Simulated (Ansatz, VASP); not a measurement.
# Te2Mo: VASP beside Ansatz

```
Te Mo
1.0
     3.69100    0.00000    0.00000
    -1.84550    3.19650    0.00000
     0.00000    0.00000   33.26988
Te Mo
2 1
Direct
  0.33333 0.66667 0.44349
  0.33333 0.66667 0.55651
  0.66667 0.33333 0.50000
```

Alike in both runs: task single point; functional PBE; dispersion D3(BJ); k mesh 9 × 9 × 1; occupations gaussian, width 0.02 eV; no spin polarisation.

|  | VASP | Ansatz |
| --- | --- | --- |
| version | VASP 6.6.1 | Ansatz 0.2.0 |
| potentials or method | VASP PAW PBE potentials, release 64 (Te, Mo_sv) | scalar-relativistic, plane waves, PAW |
| plane-wave cutoff (eV) | 520 | 420 |
| valence electrons in the cell | 26 | 46 |

```csv
,VASP,Ansatz,Ansatz less VASP
gap on the k mesh at the Fermi level (eV),0.91,0.91,0.000
least direct gap on the mesh (eV),0.91,0.91,0.000
rms of the force components (eV/Å),0.674,0.678,+0.0040
```

The two sets of potentials don't hold the same shells in valence. Ansatz warned: «dispersion_switch_in_reach».

Caveats: spin-orbit coupling is left out, which moves the levels of the heavy elements. PBE gaps usually lie below the measured ones, often by a third to a half.
